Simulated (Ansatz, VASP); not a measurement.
**GaP: VASP beside Ansatz**

```
Ga P
1.0
     3.47955    0.00000    0.00000
     0.00000    3.47955    0.00000
     0.00000    0.00000    2.82112
Ga P
1 1
Cartesian
  0.0000 0.0000 0.0000
  1.7398 1.7398 1.4106
```

The cell was built by a generator and needn't be a form met in nature.

Alike in both runs: task single point; functional PBE; k mesh 8 × 8 × 9; occupations fermi-dirac, width 0.05 eV; no spin polarisation.

```csv
,VASP,Ansatz
version,VASP 6.6.1,Ansatz 0.2.0
potentials or method,"VASP PAW PBE potentials, release 64 (Ga_d, P)",Ansatz PAW
plane-wave cutoff (eV),520,420
valence electrons in the cell,18,18
```

```csv
,VASP,Ansatz,Ansatz less VASP
gap on the k mesh at the Fermi level (eV),none,none,-
pressure (GPa),-1.6,-1.6,-0.01
largest component of the traceless stress (GPa),0.12,0.12,-0.005
```

A gap of «none» marks a metal or a gap that the smearing closes.
